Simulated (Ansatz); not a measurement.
Structure: a 5-atom cell of CsSnI₃ started from a crystallographic database, at its r2SCAN minimum. It is cubic, Pm-3m (No. 221); conventional cell a = 6.241 Å, 48.63 Å³ an atom. Cs is surrounded by 12 I at 4.41 Å; Sn is surrounded by 6 I at 3.12 Å; I is surrounded by 2 Sn at 3.12 Å and 4 Cs at 4.41 Å.

```cif
data_structure
_symmetry_space_group_name_H-M 'Pm-3m'
_symmetry_Int_Tables_number 221
_cell_length_a 6.2414
_cell_length_b 6.2414
_cell_length_c 6.2414
_cell_angle_alpha 90.000
_cell_angle_beta 90.000
_cell_angle_gamma 90.000
_cell_volume 243.13
loop_
_atom_site_label
_atom_site_type_symbol
_atom_site_symmetry_multiplicity
_atom_site_Wyckoff_symbol
_atom_site_fract_x
_atom_site_fract_y
_atom_site_fract_z
_atom_site_occupancy
Cs1 Cs 1 a 0.00000 0.00000 0.00000 1
Sn1 Sn 1 b 0.50000 0.50000 0.50000 1
I1 I 3 c 0.00000 0.50000 0.50000 1
```

The questions ask for values computed with the PAW code Ansatz on this geometry. Calculated for a static, non-magnetic cell.

Given (4×4×4 mesh): With LDA the gap is 0.36 eV and direct, at R.

Task: Estimate the gap with PBE on 4×4×4.

Result: PBE gives a direct gap of 0.38 eV at R. The gap differs by +0.02 eV from LDA's.

Task: Estimate the gap with PBE+SOC on 4×4×4.

Result: PBE+SOC gives a direct gap of 0.01 eV at R. (With 0.02 eV of smearing so small a gap leaves both edges partly filled, and it could close between the points sampled.) Spin-orbit coupling itself accounts for -0.37 eV. The gap differs by -0.35 eV from LDA's.

Task: What are ε∞ and the Born charges with PBE?

Result: The electronic dielectric tensor ε∞ is 8.77 in all directions. Born charges, averaged over directions: Cs +1.37, Sn +5.76, I -2.38 e.

Task: What do these levels agree on?

Result: For gaps to 0.1 eV, spin-orbit coupling (up to 0.37 eV here) has to be included. Among these functionals the gap stays direct.

Only the levels marked +SOC include spin-orbit coupling.

Set aside, since their points miss a band edge that the other levels read or their mesh is too coarse: HSE06, DDH-PBE0, PBE0, Hartree-Fock. Gaps under 0.1 eV (PBE+SOC) can't be told from a closed one: the bands may be in normal order or already inverted, which a gap's size doesn't show.
